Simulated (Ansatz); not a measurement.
Crystal: Si2W.

```xyz
9
Lattice="4.6169 0.0000 0.0000 -2.3084 3.9983 0.0000 0.0000 0.0000 6.6532" Properties=species:S:1:pos:R:3 pbc="T T T"
W     2.3084    0.0000    3.3266
W     1.1542    1.9992    5.5444
W    -1.1542    1.9992    1.1089
Si    1.1332    0.6542    1.1089
Si    3.4837    0.6542    5.5444
Si    0.0000    1.3085    3.3266
Si    1.1753    3.3441    1.1089
Si   -1.1753    3.3441    5.5444
Si    2.3084    2.6899    3.3266
```

Measurements of this composition are mostly on another form, of space group No. 139.

```yaml
Program: Ansatz 0.2.0
Task: relaxation of cell and atoms
Functional: BLYP
Potentials_or_basis: Ansatz PAW
Cutoff: "420 eV (not typed: the program's choice for these potentials)"
k_mesh: 7 × 7 × 4
Occupations: fermi-dirac, width 0.05 eV
Spin: no spin polarisation
```

At the start: volume 13.65 Å³/atom.

**Question.** How do energy, volume and symmetry change on relaxing?

**Answer.** It ends after 6 steps and the volume is 14.23 Å³/atom (+4.3 %); space group P6_222 (No. 180, to 0.05 Å).

Step by step:
```
step  energy change (eV)  largest force (eV/Å)  volume (Å³)
   1              0.0000                0.0013       122.82
   2             -0.1172                0.0917       129.69
   3             -0.1321                0.0211       128.16
   4             -0.1326                0.0036       128.05
   5             -0.1326                0.0002       128.05
   6             -0.1346                0.0003       128.05
```

Final structure:
```cif
data_structure
_symmetry_space_group_name_H-M 'P 1'
_symmetry_Int_Tables_number 1
_cell_length_a 4.6976
_cell_length_b 4.6976
_cell_length_c 6.7002
_cell_angle_alpha 90.000
_cell_angle_beta 90.000
_cell_angle_gamma 120.000
_cell_volume 128.05
loop_
_atom_site_label
_atom_site_type_symbol
_atom_site_fract_x
_atom_site_fract_y
_atom_site_fract_z
_atom_site_occupancy
W1 W 0.50000 0.00000 0.50000 1
W2 W 0.50000 0.50000 0.83333 1
W3 W 0.00000 0.50000 0.16667 1
Si1 Si 0.32751 0.16376 0.16667 1
Si2 Si 0.83624 0.16376 0.83333 1
Si3 Si 0.16376 0.32751 0.50000 1
Si4 Si 0.67249 0.83624 0.16667 1
Si5 Si 0.16376 0.83624 0.83333 1
Si6 Si 0.83624 0.67249 0.50000 1
```

Caveat: the plane-wave basis is chosen anew once the cell has moved, so the energies of steps on either side of that aren't comparable; the PAW data sets come from PBE, with cores solved anew for the run's functional, which leaves a small shift of forces and pressure.
